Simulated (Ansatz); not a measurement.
# CdSe, space group Fm-3m: an SCF with some post-processing

Run with the Python package of Ansatz (0.2.0).

`survey.py`
```python
'''Bonding analysis of CdSe.'''

from pathlib import Path
import warnings

import ansatz as az
import numpy as np
from pymatgen.core import Lattice, Structure
from pymatgen.core import Structure
from pymatgen.io.ase import AseAtomsAdaptor
from pymatgen.symmetry.analyzer import SpacegroupAnalyzer

SMEARING = 'fermi_dirac'
WIDTH_EV = 0.05
K_LENGTH = 12

warnings.simplefilter('ignore', az.DeckWarning)

pmg_structure = Structure(
    Lattice([[0.0, 2.873958, 2.873958], [2.873958, 0.0, 2.873958], [2.873958, 2.873958, 0.0]]),
    ['Cd', 'Se'],
    [
        [0.0, 0.0, 0.0],
        [0.5, 0.5, 0.5],
    ],
)
structure = az.Crystal.from_ase(AseAtomsAdaptor.get_atoms(pmg_structure))

model = structure.calculation()
model = model.eigensolver('davidson')
model = model.functional(az.Functional.PBESOL).occupations(SMEARING, width=WIDTH_EV)
model = model.kpoints(length=K_LENGTH).pseudopotentials('paw')
model = model.density_of_states(energy_step=0.1, projected=True).cutoff_correction(756)
model = model.populations()
model = model.density()
model = model.potential().electron_localization_function()
model = model.output_files(volumetric_format='npy')
outcome = model.run()
summary = outcome.report

energy = summary['free_energy_ev']
print('CdSe: {:.6f} eV = {:.6f} Ry = {:.6f} Ha'.format(energy, energy / 13.605693, energy / 27.211386))
print('Fermi level {:.4f} eV, {} k-points, {} symmetry operations'.format(summary['fermi_energy_ev'], summary['n_kpoints'], summary['n_symmetry_ops']))

# d-band centre and width over a window about the Fermi level
dos = outcome.density_of_states()
energy = np.asarray(dos.energies_ev) - dos.fermi_ev
window = (energy > -12) & (energy < 4)
for index, site in enumerate(outcome.projected_density_of_states().sites):
    for shell in site.shells:
        if shell.l == 2:
            g = sum(np.sum(part.g_bin_mean_per_ev, axis=0) for part in shell.curves)[window]
            if g.sum() > 1e-6:
                centre = (g * energy[window]).sum() / g.sum()
                width = np.sqrt((g * (energy[window] - centre) ** 2).sum() / g.sum())
                print(f'site {index} {site.species} {shell.label}: centre {centre:.3f} eV, rms width {width:.3f} eV')

# estimate of what a larger basis would gain, without a second SCF
estimate = summary.get('cutoff_correction')
if estimate:
    print('towards {} eV the energy would change by {:.2f} meV/atom'.format(estimate['reference_ecutwfc_ev'], 1000 * estimate['energy_ev'] / len(outcome.lattice.sites)))

files = Path(outcome.write_results('tables'))
print((files / 'populations.tsv').read_text())

final = Structure(outcome.lattice.cell_ang, [s.symbol for s in outcome.lattice.sites], [s.position_frac for s in outcome.lattice.sites])
analyser = SpacegroupAnalyzer(final, symprec=0.01)
standard = analyser.get_conventional_standard_structure()
print(analyser.get_crystal_system(), analyser.get_space_group_symbol(), len(standard), 'atoms in the conventional cell')
print('a b c (A):', [round(x, 4) for x in standard.lattice.abc], ' angles:', [round(x, 2) for x in standard.lattice.angles])
print(f'mass density {float(final.density):.3f} g/cm^3')

folder = Path(outcome.write_results('fields'))
print('densities in e/A^3, potentials in eV, ELF without unit')
for name in sorted(p.name for p in folder.glob('*.npy')):
    field = np.load(folder / name)
    print(f'{name:16s} {str(field.shape):16s} min {field.min():10.4f}  mean {field.mean():10.4f}  max {field.max():10.4f}')
```

```console
$ python survey.py
CdSe: -13609.116418 eV = -1000.251617 Ry = -500.125808 Ha
Fermi level 9.8523 eV, 8 k-points, 48 symmetry operations
site 0 Cd 4D: centre -7.658 eV, rms width 0.849 eV
site 1 Se 3D: centre -4.154 eV, rms width 4.040 eV
towards 756.0 eV the energy would change by -1.10 meV/atom
# site	symbol	l	j	q
# orbitals = lowdin
# n_electrons = 36.000000
# spilling = 0.004782
0	Cd	0_4S	-	1.997701
0	Cd	0_5S	-	0.873613
0	Cd	1_4P	-	5.999312
0	Cd	2_4D	-	9.978868
1	Se	0_4S	-	1.937607
1	Se	1_4P	-	5.040828
1	Se	2_3D	-	9.999917

cubic Fm-3m 8 atoms in the conventional cell
a b c (A): [5.7479, 5.7479, 5.7479]  angles: [90.0, 90.0, 90.0]
mass density 6.694 g/cm^3
densities in e/A^3, potentials in eV, ELF without unit
elf.npy          (30, 30, 30)     min     0.0170  mean     0.3155  max     0.9217
rho.npy          (30, 30, 30)     min     0.0244  mean     0.7583  max    45.3846
v_es.npy         (30, 30, 30)     min   -28.9982  mean     7.9200  max    14.5464
v_tot.npy        (30, 30, 30)     min   -62.3634  mean    -2.2385  max     9.1138
```

These settings explore the input space; cutoff and mesh may be short of convergence. For a metal this mesh is far too coarse, so the numbers only illustrate the procedure. Only differences from the Fermi energy are physical; the zero of the scale is a convention. Projections exist only for the shells that the potentials hold, some of them semicore, and samples at single energies can miss narrow peaks. This is a high-temperature or high-pressure form, not the ambient phase. The fields are valence quantities on the plane-wave grid; their values near the nuclei depend on the potentials. This cell is a computed structure, which may not be the phase found in nature. The computed bands are complete only to about 5.9 eV above the Fermi level; beyond that the density of states is undercounted. A band centre counts only the states inside the window taken. Timing: 2.2 s on 1 thread of Arm Neoverse V1, on a shared host, peak memory 0.41 GiB.

(Lines on the test bed's own set-up are left out of the output.)
